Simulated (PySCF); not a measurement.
Compound: aniline, C₆H₇N.
Numbering: `[NH2:1][c:2]1[cH:3][cH:4][cH:5][cH:6][cH:7]1` (hydrogens: H8, H9 on N1; H10 on C3; H11 on C4; H12 on C5; H13 on C6; H14 on C7)

Computed, not measured: PySCF, BHandHLYP/6-31+G* geometry optimisation, gas phase.

Problem. List the bond lengths and angles at this level.

Solution. 
```
          bond  length (Å)
         N1–C2       1.393
  C2–C3, C2–C7       1.395
  C3–C4, C6–C7       1.385
  C4–C5, C5–C6       1.388
  N1–H8, N1–H9       1.003
C3–H10, C7–H14       1.080
C4–H11, C6–H13       1.079
        C5–H12       1.077
```

Bonds in one row agree within 0.01 Å and their mean is given. A selection of angles:
```
    angle  degrees
 C2–N1–H8    115.1
 H8–N1–H9    111.4
 N1–C2–C3    120.4
 N1–C2–C7    120.7
 C3–C2–C7    118.8
 C2–C3–C4    120.5
C2–C3–H10    119.5
C4–C3–H10    120.0
 C3–C4–C5    120.7
C3–C4–H11    119.2
C5–C4–H11    120.0
 C4–C5–C6    118.9
C4–C5–H12    120.5
```

Of the pairs four or more bonds apart, H8···H14 is among the closest relative to their van der Waals radii: 2.41 Å, 100 % of the sum of Bondi's values. N1 (aniline-type nitrogen) is pyramidal (angles 115.1°, 115.1° and 111.4°, sum 341.5°, 0.28 Å off the plane of its three neighbours). The 7 heavy atoms lie in one plane (0.013 Å rms). The 6-membered ring C2–C3–C4–C5–C6–C7 has internal angles of 118.8° to 120.8° (sum 720°, against 720° for a flat polygon); it is planar, 0.00 Å rms from its mean plane, widest ring torsion 0°.

Point group: Cs (every atom within 0.08 Å of its image). BHandHLYP/6-31+G* frequencies: not computed here.
